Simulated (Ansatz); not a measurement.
The system is EuO.

```
Eu O
1.0
     0.00000    2.57195    2.57195
     2.57195    0.00000    2.57195
     2.57195    2.57195    0.00000
Eu O
1 1
Direct
  0.00000 0.00000 0.00000
  0.50000 0.50000 0.50000
```

Base run:

- Program: Ansatz 0.2.0
- Functional: PBE
- Potentials or basis: all-electron LAPW, scalar-relativistic
- Cutoff: 291 eV (chosen from the basis error)
- Basis error allowed: 0.001 eV/atom
- k mesh: 9 × 9 × 9
- Occupations: gaussian, width 0.024 eV
- Spin: collinear spin, ferromagnetic start
- Starting moments: [7.0, 0.0] μB

Its results: pressure -4.0 GPa; net moment 6.98 μB per cell; site moments Eu +6.84; O -0.09 μB.

Q: The run is repeated on the same cell with these changes: functional from PBE to revPBE; occupations from gaussian, width 0.024 eV to fermi-dirac, width 0.05 eV. What comes out?

A: Pressure -1.4 GPa; net moment 6.99 μB per cell; site moments Eu +6.85; O -0.10 μB.

Caveats: an open f shell can end in a state above the lowest; a cell with one magnetic atom can't hold antiferromagnetic order, which such compounds often take.
